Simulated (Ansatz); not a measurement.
A distorted cell of ZrO₂ (fluorite):

```yaml
crystal:
  lattice:
    - [0.00000, 5.11587, 5.11587]
    - [2.55794, 0.00000, 2.55794]
    - [2.55794, 2.55794, 0.00000]
  atoms:
    - { symbol: Zr, position: [0.00000, 0.00000, 0.00000] }
    - { symbol: Zr, position: [0.50000, 0.00000, 0.00000] }
    - { symbol: O, position: [0.12500, 0.25000, 0.23784] }
    - { symbol: O, position: [0.62500, 0.25000, 0.25000] }
    - { symbol: O, position: [0.37500, 0.75000, 0.75000] }
    - { symbol: O, position: [0.87500, 0.75000, 0.75000] }
```

Level of theory: PBE (plane waves to 420 eV, PAW, scalar-relativistic; Ansatz, a program for electronic structure). k mesh 9×9×9 (Γ-centred), Fermi-Dirac smearing 0.05 eV. E stands for the smeared free energy. Compression counts positive. This is a high-temperature form of ZrO2. ZrO2 is run without spin polarisation. ZrO2 was relaxed with its symmetry unable to fall.

### Question
Predict the force on every atom, in eV/Å.

### Answer
```
atom      Fx      Fy      Fz
----  ------  ------  ------
Zr1   -0.041  -0.045  -0.020
Zr2   -0.025  -0.021   0.002
O3     0.327   0.328   0.023
O4    -0.018  -0.019  -0.001
O5    -0.085  -0.074  -0.003
O6    -0.158  -0.168  -0.002
```

### Question
What is the stress tensor (GPa)?

### Answer
```
   0.09     0.02     0.45
   0.02     0.09     0.45
   0.45     0.45     0.04
```
The pressure, a third of the trace, is 0.07 GPa.

### Question
In it atom 3 sits (-0.031, -0.031, 0.000) Å away from its relaxed site. What is its energy relative to the relaxed cell?

### Answer
10.2 meV/cell.

(For displaced atoms, the force is minus the slope of the energy, and its curvature is a force constant, which sets phonon frequencies.)
